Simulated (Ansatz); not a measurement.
Space group Im-3m (No. 229). a = 2.848 Å, b = 2.848 Å, c = 2.848 Å, α = 90.00°, β = 90.00°, γ = 90.00°
```
atom site symmetry x y z
  Cr    2a m-3m  0.0000  0.0000  0.0000
```

Equation of state of this Cr structure (not necessarily the ground state), with shape and atoms relaxed at each volume where symmetry leaves them free. It has no gap at any of these volumes. These are results of DFT PBE, scalar-relativistic, plane waves, PAW in Ansatz 0.2.0, not measurements.

Settings: cutoff 420 eV, Γ-centred mesh 20×20×20 on the computed 1-atom cell, Gaussian smearing of 0.10 eV; no spin polarisation.

| V (Å³/atom) | E − E(largest V) (meV/atom) | P (GPa) |
| --- | --- | --- |
| 10.162 | 88.38 | 43.23 |
| 10.509 | 9.82 | 29.75 |
| 10.855 | -41.69 | 18.22 |
| 11.202 | -70.11 | 8.39 |
| 11.548 | -78.84 | 0.00 |
| 11.895 | -70.80 | -7.16 |
| 12.241 | -48.45 | -13.28 |
| 12.703 | 0.00 | -20.05 |

Q: Fit a third-order Birch–Murnaghan equation to E(V).

A: V0 = 11.55 Å³/atom, B0 = 258 GPa, B0' = 4.3.